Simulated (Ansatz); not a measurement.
# Sb (P-1) in Ansatz: convergence with k mesh

Aim: find how far k mesh must go before the results for Sb settle, at PBE. This setting moves, with any that are tied to it; all else stays.

Program: Ansatz 0.2.0. These are calculated values, not measurements. Logs are shortened: lines on timing, memory, paths and dates and some standing lists are left out, and cuts for length are marked.

## 1. The cell of the first run

The typed cell holds 1 atom: a = 3.513 Å, b = 3.471 Å, c = 3.505 Å, α = 125.92°, β = 126.63°, γ = 78.80°.

This isn't the form of Sb at room conditions, which is rhombohedral.

The cell isn't the ideal one: cell strained at random at fixed volume.

## 2. With k mesh 3 × 3 × 4

input.yaml

```yaml
crystal:
  lattice:
    - [-1.577579, 1.580212, 2.711828]
    - [1.566992, -1.544278, 2.684784]
    - [1.604289, 1.570988, -2.690938]
  atoms:
    - { symbol: Sb, position: [0.017747, 0.004665, 0.017007] }
hamiltonian:
  xc: pbe
  pseudopotentials: { kind: paw }
kpoints:
  mp_grid: { grid: [3, 3, 4] }
scf:
  occupations: { method: fermi_dirac, width: 0.05 }
output:
  forces: true
  stress: true
  eigenvalues: true
```

Potentials or basis: Ansatz PAW.

Launch:

```bash
$ ansatz run input.yaml --threads 2 --pin off --max-ram 5632MiB --backend cpu --events-out ev --progress --plain --runs-dir out
```

It took 0.4 s on 2 threads of Arm Neoverse V1, shared host; peak memory 0.31 GiB.

What came out:

```
Free energy            : -6484.2283 eV
Pressure               : 2.5 GPa
Band gap on the k mesh : none (metal or under the smearing width)
```

## 3. With k mesh 4 × 4 × 4

input.yaml, as its differences from that of step 2:

```diff
@@ -11,3 +11,3 @@
 kpoints:
-  mp_grid: { grid: [3, 3, 4] }
+  mp_grid: { grid: [4, 4, 4] }
 scf:
```

Potentials or basis: Ansatz PAW.

Launch:

```bash
$ ansatz run input.yaml --threads 2 --pin off --max-ram 5632MiB --backend cpu --events-out ev --progress --plain --runs-dir out
```

It took 0.55 s on 2 threads of Arm Neoverse V1, shared host; peak memory 0.32 GiB.

What came out:

| Item | Value |
| --- | --- |
| Free energy | -6484.1769 eV |
| Pressure | 0.6 GPa |
| Band gap on the k mesh | none (metal or under the smearing width) |

## 4. With k mesh 5 × 5 × 6

input.yaml, as its differences from that of step 3:

```diff
@@ -11,3 +11,3 @@
 kpoints:
-  mp_grid: { grid: [4, 4, 4] }
+  mp_grid: { grid: [5, 5, 6] }
 scf:
```

Launch:

```bash
$ ansatz run input.yaml --threads 2 --pin off --max-ram 5632MiB --backend cpu --events-out ev --progress --plain --runs-dir out
```

It took 0.86 s on 2 threads of Arm Neoverse V1, shared host; peak memory 0.34 GiB.

What came out:

```
Free energy            : -6484.2386 eV
Pressure               : 1.8 GPa
Band gap on the k mesh : none (metal or under the smearing width)
```

## 5. With k mesh 6 × 6 × 7

input.yaml, as its differences from that of step 4:

```diff
@@ -11,3 +11,3 @@
 kpoints:
-  mp_grid: { grid: [5, 5, 6] }
+  mp_grid: { grid: [6, 6, 7] }
 scf:
```

Launch:

```bash
$ ansatz run input.yaml --threads 2 --pin off --max-ram 5632MiB --backend cpu --events-out ev --progress --plain --runs-dir out
```

Run time: 1.3 s. Hardware: 2 threads of Arm Neoverse V1, shared host; peak memory 0.37 GiB.

What came out:

| Quantity | Value |
| --- | --- |
| Free energy | -6484.2310 eV |
| Pressure | 1.5 GPa |
| Band gap on the k mesh | none (metal or under the smearing width) |

## 6. With k mesh 7 × 7 × 8

input.yaml, as its differences from that of step 5:

```diff
@@ -11,3 +11,3 @@
 kpoints:
-  mp_grid: { grid: [6, 6, 7] }
+  mp_grid: { grid: [7, 7, 8] }
 scf:
```

Potentials or basis: Ansatz PAW.

Launch:

```bash
$ ansatz run input.yaml --threads 2 --pin off --max-ram 5632MiB --backend cpu --events-out ev --progress --plain --runs-dir out
```

It took 1.8 s on 2 threads of Arm Neoverse V1, shared host; peak memory 0.39 GiB.

Results (log left out):

- Free energy: -6484.1803 eV
- Pressure: 1.7 GPa
- Band gap on the k mesh: none (metal or under the smearing width)

## 7. With k mesh 9 × 9 × 10

input.yaml, as its differences from that of step 6:

```diff
@@ -11,3 +11,3 @@
 kpoints:
-  mp_grid: { grid: [7, 7, 8] }
+  mp_grid: { grid: [9, 9, 10] }
 scf:
```

Launch:

```bash
$ ansatz run input.yaml --threads 2 --pin off --max-ram 5632MiB --backend cpu --events-out ev --progress --plain --runs-dir out
```

Run time: 3.8 s. Hardware: 2 threads of Arm Neoverse V1, shared host; peak memory 0.45 GiB.

The run converged. Its results:

| Item | Value |
| --- | --- |
| Free energy | -6484.1782 eV |
| Pressure | 2.0 GPa |
| Band gap on the k mesh | none (metal or under the smearing width) |

## 8. With k mesh 11 × 11 × 13

input.yaml, as its differences from that of step 7:

```diff
@@ -11,3 +11,3 @@
 kpoints:
-  mp_grid: { grid: [9, 9, 10] }
+  mp_grid: { grid: [11, 11, 13] }
 scf:
```

Launch:

```bash
$ ansatz run input.yaml --threads 2 --pin off --max-ram 5632MiB --backend cpu --events-out ev --progress --plain --runs-dir out
```

Run time: 7.2 s. Hardware: 2 threads of Arm Neoverse V1, shared host; peak memory 0.56 GiB.

It converged, with:

```yaml
Free_energy: -6484.1891 eV
Pressure: 1.7 GPa
Band_gap_on_the_k_mesh: none (metal or under the smearing width)
```

## 9. With k mesh 13 × 13 × 16

input.yaml, as its differences from that of step 8:

```diff
@@ -11,3 +11,3 @@
 kpoints:
-  mp_grid: { grid: [11, 11, 13] }
+  mp_grid: { grid: [13, 13, 16] }
 scf:
```

Potentials or basis: Ansatz PAW.

Launch:

```bash
$ ansatz run input.yaml --threads 2 --pin off --max-ram 5632MiB --backend cpu --events-out ev --progress --plain --runs-dir out
```

It took 12 s on 2 threads of Arm Neoverse V1, shared host; peak memory 0.72 GiB.

Results (log left out):

```yaml
Free_energy: -6484.1874 eV
Pressure: 1.9 GPa
Band_gap_on_the_k_mesh: none (metal or under the smearing width)
```

## 10. With k mesh 16 × 16 × 19

input.yaml, as its differences from that of step 9:

```diff
@@ -11,3 +11,3 @@
 kpoints:
-  mp_grid: { grid: [13, 13, 16] }
+  mp_grid: { grid: [16, 16, 19] }
 scf:
```

Potentials or basis: Ansatz PAW.

Launch:

```bash
$ ansatz run input.yaml --threads 2 --pin off --max-ram 5632MiB --backend cpu --events-out ev --progress --plain --runs-dir out
```

Output:

```text
Warning: RAYON_NUM_THREADS=2 ignored (pool sized by the plan → 2); use --threads N
Engine: ansatz 0.2.0, aarch64-unknown-linux-gnu
Pseudopotentials: kind: paw
Pseudopotential: Sb, paw, valence charge 15, recommended cutoff 420 eV (normal), Sb.paw.azcp
Functional definition: PBE
  parameter kappa = 0.804
  parameter beta = 0.06672455060314922
  exchange = pbe_x(kappa = kappa, mu = beta*pi^2/3)
  correlation = pbe_c(beta = beta)
Crystal: 1 atoms, lattice volume = 26.962 Å³
Basis set: ecut = 420 eV, 527 PW (Γ), exchange–correlation on 48×48×48 points (8 copies of the dense FFT grid, shifted against one another)
Bands: 12, of which v1, the nominal top of the filled ones, is band 8 counted from 1 (7 counted from 0)
Symmetry: 2 space group operations
Space group: P-1 (ITA 2), of the structure as read, at distance tolerance 3.0e-5 Å
k-points: 2434 of 4864
Non-local potential: Sb, projectors of the file, l = 0: 2, l = 1: 2, l = 2: 2, l = 3: 2
PAW form: soft (Blöchl's): semilocal exchange-correlation on the pseudo side does not see the compensation charge
PAW one-centre angular grid: Sb, 590 points (default); XC on 64 Gauss nodes
Initial density: superposition of atomic densities (neutral atoms: chi_scale 0, normalization atom), corrected by the library's trained network
Initial wavefunctions: pseudopotential atomic-orbital guess
Functional: x = pbe(κ = 0.804, μ = 0.2195149727645171), c = pbe(β = 0.06672455060314922)
SCF iter   1: F=—  HF=-6484.185902 eV  |F-HF|=—  |Δ(HF+E_count)|=         —  Δρ=1.01e-3  dr2=2.80e-4  ethr=1.77e-3  ⟨swp⟩=5.8  Hψ=173562  notcnv=0
preconditioner: auto → Kerker (q_TF=auto, 2.474 Å⁻¹)  [metal: Δε(μ)=0.003 eV  Ē_g=12.521 eV  σ=0.050 eV  W_gap=0.01  n_scr=10 (ndim 8)  ℏωp=16.0 eV  f_vac=0.000  D(μ)=0.66/eV (n_scr^D=0)]
SCF iter   2: F=—  HF=-6484.185312 eV  |F-HF|=—  |Δ(HF+E_count)|=   5.90e-4  Δρ=6.95e-4  dr2=1.36e-4  ethr=1.87e-6  ⟨swp⟩=2.0  Hψ=65574  notcnv=0  defer=5
SCF iter   3: F=—  HF=-6484.185316 eV  |F-HF|=—  |Δ(HF+E_count)|=   4.22e-6  Δρ=3.77e-4  dr2=4.54e-5  ethr=9.08e-7  ⟨swp⟩=1.1  Hψ=29365  notcnv=0  defer=5
SCF iter   4: F=—  HF=-6484.185319 eV  |F-HF|=—  |Δ(HF+E_count)|=   2.60e-6  Δρ=9.10e-5  dr2=1.29e-6  ethr=3.03e-7  ⟨swp⟩=2.3  Hψ=38096  notcnv=0  defer=5
iter 5 did not close the SCF: its close was put off for the readings that it lacked (scf_convergence_deferred on its scf_iter line)
SCF iter   5: F=-6484.185318 eV  HF=-6484.185318 eV  |F-HF|=1.73e-8  |Δ(HF+E_count)|=   6.60e-7  Δρ=1.61e-5  dr2=6.87e-8  ethr=8.63e-9  ⟨swp⟩=2.0  Hψ=46850  notcnv=0  defer=5
SCF iter   6: F=-6484.185318 eV  HF=-6484.185318 eV  |F-HF|=1.29e-10  |Δ(HF+E_count)|=  9.63e-10  Δρ=2.88e-6  dr2=2.17e-9  ethr=4.58e-10  ⟨swp⟩=4.1  Hψ=122155  notcnv=0
SCF 1 converged in 6 iterations: F = -6484.185318 eV  dr2 = 2.17e-9
SCF converged after 6 iterations
Free energy (F): -6484.185318 eV
Harris-Foulkes:  -6484.185318 eV  (|F-HF|=1.29e-10)
Internal energy: -6484.179841 eV  (E = F + TS)
E sigma→0 (E₀):  -6484.182579 eV
Entropy (-TS):   -0.005478 eV (-5.478 meV/atom)
Fermi energy:    11.656586 eV
--- Per-component energies (eV) ---
  E_band       = -144.631298
  E_kinetic    = 206.734181
  E_local      = -1438.511361  (includes V_loc(G=0)·N_el)
  E_nonlocal   = 361.513621
  E_hartree    = 657.446149
  E_xc         = -138.605384
  E_vxc        = -96.441527  (∫ρ·V_xc dr)
  E_paw        = -4574.461356  (= ΣΔE_a)
  E_vpaw       = -492.818008  (= ΣTr[D̂ρ^β])
  E_aug_tail   = -0.000002  (compensation charges beyond the density's cutoff)
  E_ewald      = -1558.295689
  E_smearing   = -0.005478  (= −TS)
  E_closure    = 0.000000  (closes the sum)
  Σ components = -6484.185318   (vs F -6484.185318, Δ=0.00e0)
--- Forces (eV/Å), atoms counted from 1 ---
  atom   1  Sb     0.00000000     0.00000000     0.00000000
  max |Σ_I F_I| component: 0.00e0 eV/Å
--- Stress (GPa, compression-positive) ---
        1.749977       0.199924      -0.020477
        0.199924       2.414782       0.013263
       -0.020477       0.013263       1.502393
  P = ⅓ Tr σ = 1.8891 GPa (18.891 kbar)
--- Band table (eV; the first three rows and the last of 2434) ---
  k-point 0: bands = ["-17.7072", "-17.6702", "-17.6376", "-17.6349", "-17.5782", "-1.2818", "16.3676", "17.0026", "17.1783", "21.5608", "22.2161", "22.8297"]
  k-point 1: bands = ["-17.7021", "-17.6683", "-17.6388", "-17.6344", "-17.5800", "-1.1998", "16.2022", "16.5830", "16.8077", "21.2317", "22.1258", "22.3787"]
  k-point 2: bands = ["-17.6873", "-17.6631", "-17.6426", "-17.6325", "-17.5852", "-0.9541", "15.5772", "15.8080", "15.9757", "20.1193", "22.0533", "23.0758"]
  k-point 2433: bands = ["-17.7249", "-17.6807", "-17.5868", "-17.5826", "-17.5657", "2.4847", "6.0415", "13.4769", "13.6914", "17.7513", "17.9663", "32.0373"]
```

Wall time 21 s (2 threads of Arm Neoverse V1, shared host); peak memory 1 GiB.

What came out:

- Free energy: -6484.1853 eV
- Pressure: 1.9 GPa
- Band gap on the k mesh: none (metal or under the smearing width)

## 11. Summary

| k mesh | energy less the tightest run, at zero smearing (meV/atom) | pressure (GPa) | SCF cycles | CPU time (s) | peak memory (GiB) |
| --- | --- | --- | --- | --- | --- |
| 3 × 3 × 4 | -45.16 | 2.52 | 6 | 0.67 | 0.31 |
| 4 × 4 × 4 | 10.21 | 0.64 | 6 | 0.96 | 0.32 |
| 5 × 5 × 6 | -52.60 | 1.76 | 6 | 1.6 | 0.34 |
| 6 × 6 × 7 | -46.37 | 1.53 | 6 | 2.4 | 0.37 |
| 7 × 7 × 8 | 6.19 | 1.73 | 6 | 3.5 | 0.39 |
| 9 × 9 × 10 | 8.13 | 2.01 | 6 | 7.3 | 0.45 |
| 11 × 11 × 13 | -4.05 | 1.66 | 6 | 14 | 0.56 |
| 13 × 13 × 16 | -2.57 | 1.87 | 6 | 23 | 0.72 |
| 16 × 16 × 19 | 0.00 | 1.89 | 6 | 41 | 1 |

Against the tightest run, the pressure stays within 0.1 GPa from 13 × 13 × 16 on. Not settled before the last step: the energy (to 1 meV/atom). Meshes of other sizes hit other points, so gaps and Fermi surfaces needn't settle smoothly. The tightest run that finished is the yardstick and may itself not be fully converged.
